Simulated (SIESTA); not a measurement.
Input of a SIESTA 5.4.2 run:

The input TiNi.fdf:

```
SystemName                      TiNi
SystemLabel                     TiNi
NumberOfSpecies                 2
NumberOfAtoms                   2
%block ChemicalSpeciesLabel
  1  28 Ni
  2  22 Ti
%endblock ChemicalSpeciesLabel

LatticeConstant                 1.0 Ang
%block LatticeVectors
     2.9880661300     0.0000000000     0.0000000000
     0.0000000000     2.9880661300     0.0000000000
     0.0000000000     0.0000000000     2.9880661300
%endblock LatticeVectors
AtomicCoordinatesFormat         Fractional
%block AtomicCoordinatesAndAtomicSpecies
     0.0000000000     0.0000000000     0.0000000000  1  Ni
     0.5000000000     0.5000000000     0.5000000000  2  Ti
%endblock AtomicCoordinatesAndAtomicSpecies

%block kgrid.MonkhorstPack
    9   0   0  0.0
    0   9   0  0.0
    0   0   9  0.0
%endblock kgrid.MonkhorstPack
XC.Functional                   GGA
XC.Authors                      PBEsol
PAO.BasisSize                   DZP
PAO.EnergyShift                 0.003 Ry
Mesh.Cutoff                     800 Ry
Spin                            polarized
%block DM.InitSpin
    1   1.000
    2   1.000
%endblock DM.InitSpin
OccupationFunction              FD
ElectronicTemperature           0.05 eV
MaxSCFIterations                200
SCF.MustConverge                false
SCF.Mixer.Method                Pulay
SCF.Mixer.Weight                0.1
SCF.Mixer.History               10
SCF.DM.Tolerance                5.0e-05
SCF.H.Tolerance                 1.0e-03 eV
WriteForces                     true
Charge.Mulliken                 end
BandLinesScale                  ReciprocalLatticeVectors
%block BandLines
    1    0.000000   0.000000   0.000000  \Gamma
   11    0.000000   0.500000   0.000000  X
   11    0.500000   0.500000   0.000000  M
   15    0.000000   0.000000   0.000000  \Gamma
   18    0.500000   0.500000   0.500000  R
   15    0.000000   0.500000   0.000000  X
    1    0.500000   0.500000   0.000000  M
   11    0.500000   0.500000   0.500000  R
%endblock BandLines
%block PAO.Basis
  Ni 5
  n=3 0 2
    2.437 0.000
  n=4 0 2
    7.067 0.000
  n=3 1 2
    2.721 0.000
  n=4 1 1
    7.067
  n=3 2 2
    4.466 0.000
  Ti 5
  n=3 0 2
    3.151 0.000
  n=4 0 2
    8.703 0.000
  n=3 1 2
    3.568 0.000
  n=4 1 1
    8.703
  n=3 2 2
    6.267 0.000
%endblock PAO.Basis
```

Potentials or basis: PseudoDojo 0.4 standard (PBEsol files), DZP (energy shift 0.003 Ry; two zetas on semicore shells).

Command:

```sh
$ siesta < TiNi.fdf > TiNi.out 2>&1
```

(1) What does it give for the band gap on the k mesh?

(2) What does it give for the pressure?

(3) Estimate the net moment.

## Answers

(1) none (metal or under the smearing width).

(2) -4.1 GPa.

(3) 0.00 μB per cell.

Caveat: short orbitals over semicore shells can move pressures by several GPa; the basis of atomic orbitals isn't converged, which shifts pressures, moduli and gaps.
